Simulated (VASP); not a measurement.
**VASP inputs for LiF (strained CsCl)**

INCAR

```
LASPH = .TRUE.
LWAVE = .FALSE.
ISMEAR = 0
IBRION = -1
NELM = 120
LREAL = .FALSE.
SIGMA = 0.01
EDIFF = 1E-7
METAGGA = R2SCAN
NSW = 0
LCHARG = .TRUE.
NBANDS = 12
ALGO = Normal
PREC = Accurate
LELF = .TRUE.
ENCUT = 520
ISIF = 2
```

KPOINTS

```
KPOINTS created by Atomic Simulation Environment
0
Gamma
10 10 10
0 0 0
```

KPOINTS_OPT

```
special points
4
Reciprocal
0.0000000000 0.0000000000 0.0000000000 1
0.0000000000 0.5000000000 0.0000000000 1
0.5000000000 0.5000000000 0.0000000000 1
0.5000000000 0.5000000000 0.5000000000 1
```

POSCAR

```
Li F
 1.0000000000000000
     2.5534990687999999    0.0000000000000000    0.0000000000000000
     0.0000000000000000    2.5534990687999999    0.0000000000000000
     0.0000000000000000    0.0000000000000000    2.5241266293000000
 Li  F
   1   1
Cartesian
  0.0000000000000000  0.0000000000000000  0.0000000000000000
  1.2767495343999999  1.2767495343999999  1.2620633146500000
```

VASP ran with the recommended PBE PAW datasets (10 valence electrons in the cell).

**Question.** What does this run give?

**Answer.** gap between bands v and c 8.74 eV; least direct gap 9.41 eV; pressure -3.6 GPa.

Band v is the last that the valence electrons fill when counted band by band, and c is the next. Levels in eV from the top of v:

```
point    v−1      v      c    c+1
    Γ  -0.80  -0.67   8.74  19.80
    X  -0.39  -0.28  10.22  15.45
    M  -3.42   0.00  14.59  14.98
    R  -2.39  -2.39  12.11  12.22
```
